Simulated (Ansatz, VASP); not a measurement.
# SrO in VASP and in Ansatz

```xyz
2
Lattice="0.0000 2.5838 2.5838 2.5838 0.0000 2.5838 2.5838 2.5838 0.0000" Properties=species:S:1:pos:R:3 pbc="T T T"
Sr    2.5838    2.5838    2.5838
O     0.0000    0.0000    0.0000
```

The cell is a database's computed one.

Alike in both runs: task relaxation of cell and atoms; functional PBE; k mesh 8 × 8 × 8; occupations gaussian, width 0.02 eV; no spin polarisation.

|  | VASP | Ansatz |
| --- | --- | --- |
| version | VASP 6.6.1 | Ansatz 0.2.0 |
| potentials or method | VASP PAW PBE potentials, release 64 (Sr_sv, O) | scalar-relativistic, plane waves, PAW |
| plane-wave cutoff (eV) | 600 | 420 |
| valence electrons in the cell | 16 | 16 |

|  | VASP | Ansatz | Ansatz less VASP |
| --- | --- | --- | --- |
| gap on the k mesh at the Fermi level, each at its own relaxed structure (eV) | 3.28 | 3.33 | +0.043 |
| relaxed volume (Å³/atom) | 17.61 | 17.52 | -0.089 |
| relaxed cell length with the largest relative difference (Å) | 3.680 | 3.673 | -0.0062 |
| energy change over the relaxation (meV/atom) | -2 | -1 | +0.9 |

A k mesh can miss the band edges. Expect the measured gap to be larger: semilocal functionals such as PBE lack the derivative discontinuity.
